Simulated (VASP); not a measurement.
# MnO2 (P-3m1) in VASP: further runs

The runs below take MnO2 through single point, with r2SCAN.

Everything below comes from runs of VASP 6.6.1. Logs are shortened: lines on timing, memory, paths and dates and some standing lists are left out, and cuts for length are marked.

### Step 1. The crystal as given

It takes space group P-3m1 (No. 164, trigonal). Conventional cell: a = 2.857 Å, b = 2.857 Å, c = 4.601 Å, α = 90.00°, β = 90.00°, γ = 120.00°. Mn (site symmetry -3m) has 6 O at 1.90 Å as nearest neighbours. Around O (site symmetry 3m) lie 3 Mn at 1.90 Å.

Measurements of this composition are mostly on another form, of space group No. 136.

### Step 2. Single point, r2SCAN, collinear spin, ferromagnetic start

Input file INCAR:

```
SYSTEM = MnO2
PREC = Accurate ; ENCUT = 460
EDIFF = 1E-6 ; ISMEAR = 0
SIGMA = 0.05 ; LREAL = Auto
LASPH = .TRUE. ; NELM = 100
ALGO = Normal ; ISIF = 2
LWAVE = .FALSE. ; LCHARG = .FALSE.
ISPIN = 2 ; MAGMOM = 4 0 0
LORBIT = 11 ; LMAXMIX = 4
METAGGA = R2SCAN ; LMIXTAU = .TRUE.
ADDGRID = .FALSE.
```

Input file KPOINTS:

```
Automatic mesh
0
G
  8 8 4
  0 0 0
```

Input file POSCAR:

```
MnO2
1.0
    2.8565781804      0.0000000000      0.0000000000
   -1.4282890902      2.4738692722      0.0000000000
    0.0000000000      0.0000000000      4.6013740589
Mn O
1 2
Direct
    0.0186700000     -0.0033200000      0.4886240000
    0.3165570000      0.6444560000      0.7182440000
    0.6490790000      0.3390650000      0.3129550000
```

Potentials or basis: VASP PAW PBE potentials, release 64 (Mn_pv, O).

On the command line:

```
> cat potpaw_PBE.64/Mn_pv/POTCAR potpaw_PBE.64/O/POTCAR > POTCAR
> mpirun -np 1 vasp_std > vasp.out
```

OUTCAR:

```text
SYSTEM = MnO2
   PREC = Accurate
   ENCUT = 460
   EDIFF = 1E-6
   ISMEAR = 0
   LREAL = Auto
   LASPH = .TRUE.
   NELM = 100
   ISIF = 2
   ISPIN = 2
   LORBIT = 11
   METAGGA = R2SCAN

 Found    132 irreducible k-points:

 Following reciprocal coordinates:
            Coordinates               Weight
  0.000000  0.000000  0.000000      1.000000
  0.125000  0.000000  0.000000      2.000000
  0.000000  0.125000  0.000000      2.000000
 -0.125000  0.125000  0.000000      2.000000
  0.250000  0.000000  0.000000      2.000000
  0.000000  0.250000  0.000000      2.000000
   k-points           NKPTS =    132   k-points in BZ     NKDIM =    132   number of bands    NBANDS=     18
   number of dos      NEDOS =    301   number of ions     NIONS =      3
   total plane-waves  NPLWV =  12800
   dimension x,y,z NGX =    20 NGY =   20 NGZ =   32
   dimension x,y,z NGXF=    40 NGYF=   40 NGZF=   64
   ions per type =               1   2
   NGX,Y,Z   is equivalent  to a cutoff of  11.64, 11.64, 11.56 a.u.
   NGXF,Y,Z  is equivalent  to a cutoff of  23.28, 23.28, 23.12 a.u.
 SYSTEM =  MnO2
   PREC   = accura    normal or accurate (medium, high low for compatibility)
   ISTART =      0    job   : 0-new  1-cont  2-samecut
   ICHARG =      2    charge: 1-file 2-atom 10-const
   ISPIN  =      2    spin polarized calculation?
   LNONCOLLINEAR =      F non collinear calculations
   LSORBIT =      F    spin-orbit coupling
   LASPH  =      T    aspherical Exc in radial PAW
   ENCUT  =  460.0 eV  33.81 Ry    5.81 a.u.   5.00  5.00  8.05*2*pi/ulx,y,z
   NELM   =    100;   NELMIN=  2; NELMDL= -5     # of ELM steps
   EDIFF  = 0.1E-05   stopping-criterion for ELM
   LREAL  =      T    real-space projection
   EDIFFG = 0.1E-04   stopping-criterion for IOM
   NSW    =      0    number of steps for IOM
   IBRION =     -1    ionic relax: 0-MD 1-quasi-New 2-CG
   NFREE  =      0    steps in history (QN), initial steepest desc. (CG)
   ISIF   =      2    stress and relaxation
   ISYM   =      2    0-nonsym 1-usesym 2-fastsym
   POTIM  = 0.5000    time-step for ionic-motion
   TEBEG  =    0.0;   TEEND  =   0.0 temperature during run
   PSTRESS=    0.0 pullay stress
   NELECT =      25.0000    total number of electrons
   NUPDOWN=      -1.0000    fix difference up-down
   EMIN   =  10.00;   EMAX   =-10.00  energy-range for DOS
   EFERMI =   0.00;   METHOD = LEGACY
   ISMEAR =     0;   SIGMA  =   0.05  broadening in eV -4-tet -1-fermi 0-gaus
   EFERMI_NEDOS =   21; number of points for ismear=-14 and -15
   IALGO  =     38    algorithm
   IMIX   =      4    mixing-type and parameters
     AMIX     =   0.40;   BMIX     =  1.00
     AMIX_MAG =   1.60;   BMIX_MAG =  1.00
  volume/ion in A,a.u.               =      10.84        73.15
  Fermi-wavevector in a.u.,A,eV,Ry     =   1.499747  2.834111 30.602787  2.249241
  Thomas-Fermi vector in A             =   2.611337
   LORBIT       =     11    0 simple, 1 ext, 2 COOP (PROOUT), +10 PAW based schemes
   METAGGA = R2SCAN    functional components
   LHFCALC =     F    Hartree Fock is set to
   AEXX    =    0.0000 exact exchange contribution
   IVDW    =     0    specifies the selected vdW correction
   LEPSILON=     F    determine dielectric tensor
   LRPA    =     F    only Hartree local field effects (RPA)
 spin polarized calculation
 Gauss-broadening in eV      SIGMA  =   0.05
  energy-cutoff  :      460.00
  volume of cell :       32.52
 maximum number of plane-waves:       746
   NGX =  9   NGY =  9   NGZ = 17

 number of electron      25.0000003 magnetization       3.0000260

 Free energy of the ion-electron system (eV)
  ---------------------------------------------------
  ext. energy  EPLUGINS =         0.00000000
  ---------------------------------------------------
  free energy    TOTEN  =       -32.19365053 eV

  energy without entropy =      -32.19365053  energy(sigma->0) =      -32.19365053

 E-fermi :   2.8972     XC(G=0): -11.5342

 val. band max:        2.6687445952   @ k =  -0.1250   0.1250   0.5000
 cond. band min:       4.4417932123   @ k =   0.0000   0.1250   0.5000
 fundamental gap:      1.7730486172
 Fermi energy:         2.8971720825

 spin component 1

 k-point     1 :       0.0000    0.0000    0.0000
  band No.  band energies     occupation
      1     -49.6703      1.00000
      2     -49.6580      1.00000
      3     -49.6504      1.00000
      4     -17.9752      1.00000
      5     -15.3217      1.00000
      6      -3.8395      1.00000
[... 10 lines left out ...]
     17      10.5515      0.00000
     18      14.2021      0.00000

 k-point     2 :       0.1250    0.0000    0.0000
  band No.  band energies     occupation
      1     -49.6931      1.00000
      2     -49.6614      1.00000
      3     -49.6504      1.00000
      4     -17.7895      1.00000
      5     -15.3678      1.00000
      6      -3.6834      1.00000
[... 10 lines left out ...]
     17      11.2352      0.00000
     18      14.9378      0.00000

 k-point     3 :       0.0000    0.1250    0.0000
  band No.  band energies     occupation
      1     -49.6870      1.00000
      2     -49.6669      1.00000
      3     -49.6511      1.00000
      4     -17.7887      1.00000
      5     -15.3700      1.00000
      6      -3.6838      1.00000
[... 10 lines left out ...]
     17      11.2422      0.00000
     18      14.9360      0.00000

 k-point     4 :      -0.1250    0.1250    0.0000
  band No.  band energies     occupation
      1     -49.6838      1.00000
      2     -49.6694      1.00000
      3     -49.6504      1.00000
      4     -17.7973      1.00000
      5     -15.3625      1.00000
      6      -3.7246      1.00000
[... 10 lines left out ...]
     17      11.2224      0.00000
     18      14.9511      0.00000

 k-point     5 :       0.2500    0.0000    0.0000
  band No.  band energies     occupation
      1     -49.7515      1.00000
      2     -49.6733      1.00000
      3     -49.6427      1.00000
      4     -17.3314      1.00000
      5     -15.4580      1.00000
      6      -3.7167      1.00000
[... 10 lines left out ...]
     17      12.7562      0.00000
     18      16.4635      0.00000

 k-point     6 :       0.0000    0.2500    0.0000
  band No.  band energies     occupation
      1     -49.7432      1.00000
      2     -49.6819      1.00000
      3     -49.6423      1.00000
      4     -17.3281      1.00000
      5     -15.4658      1.00000
      6      -3.7496      1.00000
[... 10 lines left out ...]
     17      12.7653      0.00000
     18      16.4667      0.00000

 [... further k-points ...]

 spin component 2

 k-point     1 :       0.0000    0.0000    0.0000
  band No.  band energies     occupation
      1     -45.6888      1.00000
      2     -45.5595      1.00000
      3     -45.3745      1.00000
      4     -17.8388      1.00000
      5     -15.2818      1.00000
      6      -2.7613      1.00000
[... 10 lines left out ...]
     17      11.1171      0.00000
     18      14.8904      0.00000

 k-point     2 :       0.1250    0.0000    0.0000
  band No.  band energies     occupation
      1     -45.7166      1.00000
      2     -45.5697      1.00000
      3     -45.3693      1.00000
      4     -17.6462      1.00000
      5     -15.3293      1.00000
      6      -2.7863      1.00000
[... 10 lines left out ...]
     17      11.7562      0.00000
     18      15.6325      0.00000

 k-point     3 :       0.0000    0.1250    0.0000
  band No.  band energies     occupation
      1     -45.7149      1.00000
      2     -45.5716      1.00000
      3     -45.3690      1.00000
      4     -17.6456      1.00000
      5     -15.3315      1.00000
      6      -2.7816      1.00000
[... 10 lines left out ...]
     17      11.7621      0.00000
     18      15.6286      0.00000

 k-point     4 :      -0.1250    0.1250    0.0000
  band No.  band energies     occupation
      1     -45.6954      1.00000
      2     -45.5890      1.00000
      3     -45.3692      1.00000
      4     -17.6549      1.00000
      5     -15.3238      1.00000
      6      -2.6855      1.00000
[... 10 lines left out ...]
     17      11.7418      0.00000
     18      15.6429      0.00000

 k-point     5 :       0.2500    0.0000    0.0000
  band No.  band energies     occupation
      1     -45.7859      1.00000
      2     -45.5911      1.00000
      3     -45.3563      1.00000
      4     -17.1668      1.00000
      5     -15.4302      1.00000
      6      -2.8160      1.00000
[... 10 lines left out ...]
     17      13.2125      0.00000
     18      17.1831      0.00000

 k-point     6 :       0.0000    0.2500    0.0000
  band No.  band energies     occupation
      1     -45.7816      1.00000
      2     -45.5960      1.00000
      3     -45.3555      1.00000
      4     -17.1642      1.00000
      5     -15.4375      1.00000
      6      -2.8076      1.00000
[... 10 lines left out ...]
     17      13.2122      0.00000
     18      17.1814      0.00000

 [... further k-points ...]

------------------------ aborting loop because EDIFF is reached ----------------------------------------

  FORCE on cell =-STRESS in cart. coord.  units (eV):
  Direction    XX          YY          ZZ          XY          YZ          ZX
  --------------------------------------------------------------------------------------
  -------------------------------------------------------------------------------------
  Total        1.2461546      1.5252323      0.4845879      1.0303358      0.7875607     -1.2414910
  in kB       61.4005303     75.1512461     23.8766169     50.7667034     38.8046900    -61.1707415
  external PRESSURE =      53.4761311 kB  Pullay stress =       0.0000000 kB

 VOLUME and BASIS-vectors are now :
 -----------------------------------------------------------------------------
  energy-cutoff  :      460.00
  volume of cell :       32.52
      direct lattice vectors                 reciprocal lattice vectors
     2.856578180  0.000000000  0.000000000     0.350069187  0.202112539  0.000000000
    -1.428289090  2.473869272  0.000000000     0.000000000  0.404225078  0.000000000
     0.000000000  0.000000000  4.601374059     0.000000000  0.000000000  0.217326387

 POSITION                                       TOTAL-FORCE (eV/Angst)
 -----------------------------------------------------------------------------------
     -1.37021      2.46566      2.24834        -1.796235     -0.172321      3.774539
     -0.01620      1.59430      3.30491         0.106885      0.507134     -1.238400
      1.36986      0.83880      1.44002         1.689350     -0.334813     -2.536138
 -----------------------------------------------------------------------------------
    total drift:                               -0.014829     -0.007853      0.017112

  FREE ENERGIE OF THE ION-ELECTRON SYSTEM (eV)
  ---------------------------------------------------
  free  energy   TOTEN  =       -32.1936505298 eV

  energy  without entropy=      -32.1936505298  energy(sigma->0) =      -32.19365053

 total charge

# of ion       s       p       d       tot
------------------------------------------
    1        0.394   6.484   4.908  11.787
    2        1.597   3.401   0.000   4.998
    3        1.594   3.519   0.000   5.113
--------------------------------------------------
tot          3.585  13.404   4.908  21.898

 magnetization (x)

# of ion       s       p       d       tot
------------------------------------------
    1        0.029   0.040   2.830   2.899
    2        0.005  -0.027   0.000  -0.023
    3        0.004   0.058   0.000   0.062
--------------------------------------------------
tot          0.037   0.071   2.830   2.938
```

Wall time 3.8 min (1 thread of Intel Xeon 6975P-C (Granite Rapids), shared host); peak memory 0.21 GiB.

The run converged, but some of its settings lie outside the range that counts as converged, so its numbers aren't taken as properties of the crystal.

What came out:

```yaml
Free_energy: -32.1937 eV
Pressure: 5.3 GPa
Largest_force: 4.184 eV/Å
Band_gap_on_the_k_mesh: 1.77 eV, indirect (least direct gap 1.79 eV)
Net_moment: 3.00 μB per cell
Site_moments: Mn +2.90; O -0.02, +0.06 μB
Valence_electrons_inside_the_program's_atomic_spheres: Mn 11.79; O 5.00, 5.11
```

Caveat: the cutoff is under 1.25 times the usual one of these potentials, so pressure, stress and relaxed cells hold a basis-set (Pulay) error; the PAW data sets were made with another functional, which shifts forces and pressure a little; a cell with one magnetic atom can't hold antiferromagnetic order, which such compounds often take.

(Part 1 of 2 ends here.)
